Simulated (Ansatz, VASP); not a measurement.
One calculation of LaH3, two programs

The input POSCAR:

```
LaH3
1.0
    0.0000000000      2.8321671039      2.8321671039
    2.8321671039      0.0000000000      2.8321671039
    2.8321671039      2.8321671039      0.0000000000
La H
1 3
Direct
    0.0000000000      0.0000000000      0.0000000000
    0.5000000000      0.5000000000      0.5000000000
    0.7500000000      0.7500000000      0.7500000000
    0.2500000000      0.2500000000      0.2500000000
```

File INCAR.step1:

```
PREC = Accurate
ENCUT = 520
ISMEAR = 1
SIGMA = 0.1
LREAL = False
LASPH = True
NELM = 60
NBANDS = 15
GGA = PE
ALGO = Normal
EDIFF = 1E-4
LWAVE = True
LCHARG = False
```

INCAR.step2

```
PREC = Accurate
ENCUT = 520
EDIFF = 1E-6
ISMEAR = 1
SIGMA = 0.1
LREAL = False
LASPH = True
NELM = 60
ALGO = Normal
ISIF = 2
LWAVE = False
LCHARG = False
METAGGA = R2SCAN
LMIXTAU = True
NBANDS = 15
ISTART = 1
```

File KPOINTS:

```
Automatic mesh
0
Gamma
  7 7 7
```

Input for Ansatz:

```yaml
crystal:
  lattice:
    - [0.0, 2.8321671039410963, 2.8321671039410963]
    - [2.8321671039410963, 0.0, 2.8321671039410963]
    - [2.8321671039410963, 2.8321671039410963, 0.0]
  atoms:
    - { symbol: La, position: [0.0, 0.0, 0.0] }
    - { symbol: H, position: [0.5, 0.5, 0.5] }
    - { symbol: H, position: [0.75, 0.75, 0.75] }
    - { symbol: H, position: [0.25, 0.25, 0.25] }
basis:
  ecutwfc: 600.0
kpoints:
  mp_grid:
    grid: [7, 7, 7]
hamiltonian:
  xc: r2scan
  pseudopotentials:
    kind: paw
scf:
  convergence:
    dr2_threshold: 1.0e-08
  occupations:
    method: methfessel_paxton
output:
  stress: true
```

The cell comes from a database or a generator and needn't be the stable form of this composition.

Alike in both runs: task single point; functional r2SCAN; k mesh 7 × 7 × 7; no spin polarisation.

|  | VASP | Ansatz |
| --- | --- | --- |
| version | VASP 6.6.1 | Ansatz 0.2.0 |
| potentials or method | VASP PAW PBE potentials, release 64 (La, H) | plane waves, PAW |
| plane-wave cutoff (eV) | 520 | 600 |
| occupations | methfessel-paxton of order 1, width 0.1 eV | methfessel-paxton of order 1 |
| valence electrons in the cell | 14 | 14 |

VASP gave:

| Property | Result |
| --- | --- |
| pressure (GPa) | -4.0 |

Problem. Estimate Ansatz's values.

Solution. Pressure (GPa): -3.6.

Ansatz warned: «stress_scf_threshold_loose».

Caveats: the PAW data sets were made with another functional, which shifts forces and pressure a little (VASP).
